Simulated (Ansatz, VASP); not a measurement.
**MgS in VASP and in Ansatz**

INCAR

```
ALGO     = Normal         # electronic algorithm
EDIFF    = 1E-7           # SCF threshold, eV
ENCUT    = 520            # plane-wave cutoff, eV
ISIF     = 2              # what is computed and relaxed
ISMEAR   = 0              # smearing method
LASPH    = T              # aspherical terms in the spheres
LCHARG   = T              # write CHGCAR
LELF     = T              # ELF
LREAL    = F              # projectors in reciprocal space
LVHAR    = T            
LWAVE    = F              # write WAVECAR
NBANDS   = 16             # bands
NELM     = 60             # most SCF steps
PREC     = Accurate       # precision mode
SIGMA    = 0.01           # smearing width, eV
```

File KPOINTS:

```
k-points
0
Gamma
  6 6 4
```

POSCAR

```
MgS
1.0
    3.9984351000      0.0000000000      0.0000000000
   -1.9992175500      3.4627462266      0.0000000000
    0.0000000000      0.0000000000      6.3746021568
Mg S
2 2
Direct
    0.6666666667      0.3333333333      0.4957550000
    0.3333333333      0.6666666667      0.9957550000
    0.3333333333      0.6666666667      0.3792440000
    0.6666666667      0.3333333333      0.8792440000
```

Input for Ansatz:

```yaml
crystal:
  lattice:
    - [3.9984351000087037, 0.0, 0.0]
    - [-1.9992175500043519, 3.462746226638806, 0.0]
    - [0.0, 0.0, 6.3746021568254445]
  atoms:
    - { symbol: Mg, position: [0.6666666666666666, 0.3333333333333333, 0.495755] }
    - { symbol: Mg, position: [0.3333333333333333, 0.6666666666666666, 0.995755] }
    - { symbol: S, position: [0.3333333333333333, 0.6666666666666666, 0.379244] }
    - { symbol: S, position: [0.6666666666666666, 0.3333333333333333, 0.879244] }
basis:
  ecutwfc: 500.0
kpoints:
  mp_grid:
    grid: [6, 6, 4]
hamiltonian:
  xc: lda
scf:
  occupations:
    method: fixed
output:
  stress: true
```

The cell comes from a database or a generator and needn't be the stable form of this composition.

Alike in both runs: task single point; functional LDA; k mesh 6 × 6 × 4; no spin polarisation.

|  | VASP | Ansatz |
| --- | --- | --- |
| version | VASP 6.6.1 | Ansatz 0.2.0 |
| potentials or method | VASP PAW LDA potentials, release 64 (Mg, S) | plane waves, PAW |
| plane-wave cutoff (eV) | 520 | 500 |
| occupations | gaussian, width 0.01 eV | fixed |
| valence electrons in the cell | 16 | 32 |

VASP gave:

```
pressure (GPa)                                  : -0.9
largest component of the traceless stress (GPa) : 0.20
```

**Question.** Which values does Ansatz return?

**Answer.** Pressure (GPa): -0.6; largest component of the traceless stress (GPa): 0.21.

The two sets of potentials don't hold the same shells in valence.
